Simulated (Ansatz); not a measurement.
What a trial cell of Ba relaxes into

The calculation used DFT PBE, scalar-relativistic, plane waves, PAW (Ansatz 0.2.0). Cutoff 420 eV, Γ-centred k mesh, Gaussian smearing, no spin polarisation in the final step.

Ba was placed on the beta-tin structure type (I4_1/amd, No. 141), at a guessed volume.

```xyz
2
Lattice="-3.9399 3.9399 2.1493 3.9399 -3.9399 2.1493 3.9399 3.9399 -2.1493" Properties=species:S:1:pos:R:3 pbc="T T T"
Ba    0.0000    0.0000    0.0000
Ba    0.0000    3.9399    1.0746
```

Cell and atoms relax at zero pressure; the relaxation can't lower the symmetry of the start.

Energies count from the standard state of Ba at the same level.

Describe the relaxed structure.

It keeps I4_1/amd (No. 141). The result has the beta-tin structure. Conventional cell: a = 7.639 Å, c = 4.131 Å. Around Ba lie 6 Ba at 3.96–4.13 Å.

```cif
data_structure
_symmetry_space_group_name_H-M 'I4_1/amd:1'
_symmetry_Int_Tables_number 141
_cell_length_a 7.6391
_cell_length_b 7.6391
_cell_length_c 4.1312
_cell_angle_alpha 90.000
_cell_angle_beta 90.000
_cell_angle_gamma 90.000
_cell_volume 241.08
loop_
_atom_site_label
_atom_site_type_symbol
_atom_site_symmetry_multiplicity
_atom_site_Wyckoff_symbol
_atom_site_fract_x
_atom_site_fract_y
_atom_site_fract_z
_atom_site_occupancy
Ba1 Ba 4 a 0.00000 0.00000 0.00000 1
```

What are its volume, energy, density and gap?

The volume per atom is 60.27 Å³. The density is 3.78 g/cm³. The energy over the standard structure is 0.17 eV/atom and the gap on the 16×16×16 mesh is 0 eV (a metal).

The final run used a 16×16×16 mesh on its 2-atom cell and 0.10 eV smearing. The k mesh leaves about 4 meV/atom of noise in metals. A structure relaxed within its symmetry needn't be a true minimum.